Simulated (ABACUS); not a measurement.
# GaN under changes of volume

One of the cells (11.444 Å³/atom); the others are scaled copies at fixed shape and fractional positions:

```
Ga N
1.0
     0.00000    2.25350    2.25350
     2.25350    0.00000    2.25350
     2.25350    2.25350    0.00000
Ga N
1 1
Direct
  0.00000 0.00000 0.00000
  0.25000 0.25000 0.25000
```

The cell is a database's computed one.

- Program: ABACUS 3.10.1
- Functional: PBE
- Potentials or basis: PseudoDojo NC SR 0.4.1 PBE standard
- Cutoff: 1361 eV
- Density cutoff: 5442 eV
- Basis: DZP LCAO (the cutoffs set its grid)
- k mesh: 10 × 10 × 10
- Occupations: fermi-dirac, width 0.05 eV
- Spin: no spin polarisation

```tsv
volume (Å³/atom)	energy over the lowest point (meV/atom)	pressure (GPa)	gap on the mesh (eV)
10.757	?	?	?
10.986	43.48	16.0	2.49
11.215	23.99	11.4	2.32
11.444	10.64	7.3	2.17
11.673	2.81	3.7	2.02
11.902	0.00	0.4	1.87
12.131	1.66	-2.6	1.73
```

Problem. What does the run at 10.757 Å³/atom give?

Solution. Energy over the lowest point 69.87 meV/atom; pressure 21.0 GPa; gap on the mesh 2.65 eV.

Worked out: A Birch-Murnaghan fit of order 3 (a polynomial in V^(-2/3)) to the other rows has its minimum at 11.93 Å³/atom with B0 = V·E''(V) = 162 GPa and B' = 4.4. It gives 69.80 meV/atom at 10.757 Å³/atom, against the run's 69.87, and -dE/dV = 21.0 GPa, against 21.0. A straight line through the other rows of the gap, of slope -7.64 eV per unit of ln V (its deformation potential), extrapolates to 2.64 eV, against the run's 2.65.

Energies are extrapolated to zero smearing.

Caveats: the atomic orbitals were generated for these runs and aren't a published set; the basis of atomic orbitals isn't converged, which shifts pressures, moduli and gaps.

Spin-orbit coupling on Ga is left out.
